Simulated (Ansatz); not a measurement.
A relaxed cell of Sb is given with its symmetry left out. The cell was found from a structure generator's guess, not taken from experiment.

Method: DFT PBE, scalar-relativistic, plane waves, PAW (Ansatz). Cutoff 420 eV, Γ-centred mesh, Gaussian smearing, no spin polarisation.

```xyz
8
Lattice="8.4482 0.0000 0.0000 0.0000 8.4482 0.0000 0.0000 0.0000 4.2685" Properties=species:S:1:pos:R:3 pbc="T T T"
Sb    1.0366    1.0366    2.1342
Sb    5.9986    5.9986    2.1342
Sb    2.4496    2.4496    0.0000
Sb    1.7745    6.6737    3.2014
Sb    3.1875    5.2607    1.0671
Sb    7.4116    7.4116    0.0000
Sb    6.6737    1.7745    1.0671
Sb    5.2607    3.1875    3.2014
```

Energies count from the standard state of Sb at the same level.

Question: What space group does it have?

Answer: P4_32_12 (No. 96). Conventional cell: a = 8.448 Å, c = 4.268 Å. Sb on its first site is surrounded by 4 Sb at 2.92–3.10 Å and 2 Sb at 3.63 Å; Sb on its second site is surrounded by 4 Sb at 2.92–3.10 Å.

Question: How far does it lie from the standard state of Sb?

Answer: +0.29 eV/atom. So it is a metastable form at best.

Question: Is it a metal?

Answer: Yes, bands cross the Fermi level on the 6×6×10 mesh.

Question: From what recipe could a structure generator have reached it?

Answer: One such recipe: 4-, 6-connected net of one element (P4_32_12, No. 96). Other recipes can lead to the same cell.

The last run used a 6×6×10 mesh (in the run's order of axes) for its 8-atom cell and Gaussian smearing of 0.10 eV. These runs have no spin–orbit coupling, which can matter for Sb. Symmetry constrained the relaxation, so the result can be a saddle point. Another cell of Sb relaxed alike, in P-3m1, lies 240 meV/atom lower, so this cell isn't the stable form at this level.
